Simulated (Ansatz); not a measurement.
A: CoPt (CuAu type, space group P4/mmm), a = b = 2.6763 Å, c = 3.7275 Å, α = β = γ = 90.00°
B: TaSi2 (CrSi2 type, space group P6_222), a = b = 4.7760 Å, c = 6.5628 Å, α = β = 90.00°, γ = 120.00°
C: TiAl (CuAu type, space group P4/mmm), a = 2.8129 Å, b = 2.8129 Å, c = 4.0584 Å, α = 90.00°, β = 90.00°, γ = 90.00°

Scan: energy against volume (even scaling of the relaxed cell, symmetry kept). All come from one method, each on a k mesh of its own. All were relaxed with their symmetry unable to fall. Relaxed CoPt ends ferromagnetic. Spin-orbit coupling is left out. TaSi2 is run without spin polarisation. TiAl is run without spin polarisation. The magnetic order is the one the run started from; other orders were not tried. (This holds for the magnetic or f-shell members.)

Task: Rank these by bulk modulus at fixed cell shape (fitted) (highest first), as r2SCAN (plane waves to 500 eV, PAW, scalar-relativistic; Ansatz, an electronic-structure program) gives it.

Result: A (231 GPa), B (197 GPa), C (121 GPa)

(A scan under strain: stresses follow from slopes of the energy per volume, elastic moduli from its curvatures.)
